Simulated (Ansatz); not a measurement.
Equation of state of indium, bcc

Computed with DFT, revPBE, plane waves (420 eV) with PAW, scalar-relativistic (Ansatz). The PAW files were generated under PBE, with cores re-solved for the functional.

The cell is scaled uniformly from the relaxed one, with fractional coordinates and shape fixed. Energies are extrapolated to zero smearing, pressures are those at the given smearing. Magnetic state: spin not included.

```tsv
V (Å³/atom)	E − E₀ (meV/atom)	P (GPa)
25.336	47.3	5.29
26.488	18.3	3.01
27.639	3.6	1.26
28.791	0.1	-0.09
29.943	5.2	-1.14
31.094	16.9	-1.96
32.246	33.7	-2.59
```

Fit a third-order Birch-Murnaghan equation.

V₀ = 28.64 Å³/atom, B₀ = 31 GPa, B₀′ = 5.4.
